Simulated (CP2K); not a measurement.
Runs of CP2K 2026.2 on Pt. It takes space group Fm-3m (No. 225, cubic). Conventional cell: a = 3.922 Å, b = 3.922 Å, c = 3.922 Å, α = 90.00°, β = 90.00°, γ = 90.00°. Around Pt (site symmetry m-3m) lie 12 Pt at 2.77 Å. 

```csv
level,cutoff of the non-local correlation (Ry),D3 from the s-dftd3 library (D3_REFERENCE_CODE),cutoff radius of the dispersion sum (A),gap on the mesh (eV),pressure (GPa)
r2SCAN+rVV10,300,-,-,none,5.4
r2SCAN+D3(BJ)+ATM,-,yes,20,none,(a)
r2SCAN,-,-,-,none,(b)
r2SCAN+D3(BJ),-,yes,20,none,3.9
r2SCAN+D4,-,-,20,none,5.6
```

Alike in all rows: task single point; potentials or basis POTENTIAL_UZH Pt GTH-SCAN-q18; TZVP-MOLOPT-SCAN-GTH basis; no spin polarisation; cell as given; k mesh 12 × 12 × 12; smearing fermi-dirac 0.05 eV.

Question: Fill in the values left out.

Answer: (a) 5.5; (b) 7.8.

Caveats: the basis of atomic orbitals isn't converged, which shifts pressures, moduli and gaps; pairwise dispersion overbinds metals, which lowers pressure and volume (some runs).

A k mesh can miss the band edges, and the runs leave out spin-orbit coupling on Pt.

A gap of «none» marks a metal or a gap under the smearing width.
